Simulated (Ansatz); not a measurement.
**Is this Fe result the lowest state?**

Fe is taken as an experimental structure (space group Fm-3m, primitive cell doubled), 2 atoms in the cell. Source: COD entry 9015019; it may be a high-temperature, high-pressure or metastable form.

Level of theory: DFT, PBE, PAW, plane waves, scalar-relativistic (Ansatz).

```yaml
crystal:
  lattice:
    - [0.0, 1.745, 1.745]
    - [1.745, 0.0, 1.745]
    - [3.49, 3.49, 0.0]
  atoms:
    - { symbol: Fe, position: [0.0, 0.0, 0.0], spin: 2.6 }
    - { symbol: Fe, position: [0.0, 0.0, 0.5], spin: -2.6 }
magnetization:
  spin_polarized: true
hamiltonian:
  xc: pbe
  pseudopotentials: { kind: paw }
basis:
  ecutwfc: 420
kpoints:
  mp_grid: { grid: [13, 13, 7] }
scf:
  occupations: { method: fermi_dirac, width: 0.1 }
  lower_state_search: "off"
output:
  forces: true
  stress: true
```

It took 10 s on 2 threads of Arm Neoverse V2, on a shared host, peak memory 0.45 GiB.

The end of the output:

```
SCF converged after 21 iterations
Magnetization: 0.0000 μB (16.0000 up, 16.0000 down)
Absolute magnetization: 2.1039 μB (∫|ρ↑−ρ↓|, with the PAW one-centre terms)
Spin contamination: 0.5807 ħ² per cell (⟨S²⟩ above its minimum at these occupations)
Per-site moments (μB) at R_I (Å): [(1.0258, 1.0179), (-1.0258, 1.0179)]
Free energy (F): -8960.724710 eV
Harris-Foulkes:  -8960.724710 eV  (|F-HF|=4.80e-10)
Internal energy: -8960.609608 eV  (E = F + TS)
E sigma→0 (E₀):  -8960.667159 eV
Entropy (-TS):   -0.115102 eV (-57.551 meV/atom)
Fermi energy:    20.123537 eV
--- Forces (eV/Å), atoms counted from 1 ---
  atom   1  Fe     0.00000000     0.00000000     0.00000000
  atom   2  Fe     0.00000000     0.00000000     0.00000000
--- Stress (GPa, compression-positive) ---
       -2.795876       2.359959      -2.363739
        2.359959      -2.795876      -2.363739
       -2.363738      -2.363738      -2.801985
  P = ⅓ Tr σ = -2.7979 GPa (-27.979 kbar)
```

The mesh has less symmetry than the lattice, which lowers the symmetry of the run.

Site moments are taken inside atomic spheres and don't add up to the total.

Q: Has the SCF ended in the lowest solution? If not, by how much is it too high?

A: No. A state 8.8 meV/atom (0.018 eV per cell) lower exists in this cell: ferromagnetic, site moments Fe1 1.01, Fe2 1.01 μB, total 1.99 μB per cell, no gap on the k-mesh. It was reached from: parallel moments, default search for lower states [Fe1 4.00, Fe2 4.00 μB]; the moments in brackets, symmetry off, plain SCF [Fe1 4.00, Fe2 4.00 μB]. The wrong state matters: the pressure is -1.7 GPa there against -2.8 GPa here. States within about 5 meV/atom are too close for this mesh, smearing and search to settle their order. This multiple of the primitive cell fits some opposed orders; other multiples fit others. Only collinear orders within this cell were tried; the true ground state may need a larger cell.
